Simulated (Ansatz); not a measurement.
# InSb: the cost of one run

Program: Ansatz 0.2.0. Level of theory: DFT PBEsol, scalar-relativistic, plane waves, PAW. These are calculated values, not measurements.

2 further runs of the same task are left out: 2 set aside as unsound or not needed.

## (1) Starting point

It takes space group F-43m (No. 216, cubic). The conventional cell has a = 6.520 Å, b = 6.520 Å, c = 6.520 Å, α = 90.00°, β = 90.00°, γ = 90.00°. Around In (site symmetry -43m) lie 4 Sb at 2.82 Å. Sb (site symmetry -43m) is surrounded by 4 In at 2.82 Å.

As a file:

```xyz
2
Lattice="0.0000 3.2599 3.2599 3.2599 0.0000 3.2599 3.2599 3.2599 0.0000" Properties=species:S:1:pos:R:3 pbc="T T T"
In    0.0000    0.0000    0.0000
Sb    4.8899    4.8899    4.8899
```

It is the result of an earlier relaxation at this level (volume 34.64 Å³/atom; gap on the mesh: none (metal)).

## (2) The cell under 40 GPa

At a set pressure the run lowers the enthalpy E + PV, so the energy alone may rise along the way.

input.yaml reads:

```yaml
crystal:
  lattice:
    - [0.0, 3.2599290682, 3.2599290682]
    - [3.2599290682, 0.0, 3.2599290682]
    - [3.2599290682, 3.2599290682, 0.0]
  atoms:
    - { symbol: In, position: [0.0, 0.0, 0.0] }
    - { symbol: Sb, position: [0.75, 0.75, 0.75] }
basis:
  ecutwfc: 420
kpoints:
  mp_grid: { grid: [12, 12, 12] }
hamiltonian:
  xc: pbesol
scf:
  occupations: { method: fermi_dirac, width: 0.15 }
output:
  forces: true
  stress: true
  eigenvalues: true
relax:
  adjacent_minimum: "off"
  f_tol: 0.001
  max_steps: 60
  cell: { stress_tol: 0.02, p_target: 40.0 }
```

Started as:

```console
> ansatz run input.yaml --threads 1 --pin off --max-ram 3072MiB --backend cpu --events-out ev --progress --plain --runs-dir out
```

Q: Estimate wall time and peak memory on 1 thread of Arm Neoverse V2, shared host.

About 85 s, with a peak of 0.41 GiB.
